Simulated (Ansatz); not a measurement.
The system is SrCl2.

```xyz
3
Lattice="0.0000 3.4884 3.4884 3.4884 0.0000 3.4884 3.4884 3.4884 0.0000" Properties=species:S:1:pos:R:3 pbc="T T T"
Sr    0.0000    0.0000    0.0000
Cl    5.2325    5.2325    5.2325
Cl    1.7442    1.7442    1.7442
```

Base run:

| Property | Result |
| --- | --- |
| Program | Ansatz 0.2.0 |
| Functional | PBE |
| Potentials or basis | Ansatz PAW |
| Cutoff | 420 eV |
| Density cutoff | 1680 eV |
| k mesh | 4 × 4 × 4 |
| Occupations | fermi-dirac, width 0.05 eV |
| Spin | no spin polarisation |

Its results: band gap on the k mesh 5.34 eV, indirect (least direct gap 5.51 eV).

Problem. The run is repeated on the same cell with these changes: functional from PBE to r2SCAN0; cutoff from 420 eV to 500 eV; density cutoff from 1680 eV to 2000 eV. What comes out?

Solution. Band gap on the k mesh 7.67 eV, indirect (least direct gap 7.83 eV).

r2SCAN0 gives the wider gap, since exact exchange removes part of the self-interaction.

Caveats: the density of states is complete only up to the lowest level of the last band computed.

A k mesh can miss the band edges.

Not every run made on this cell is shown here.
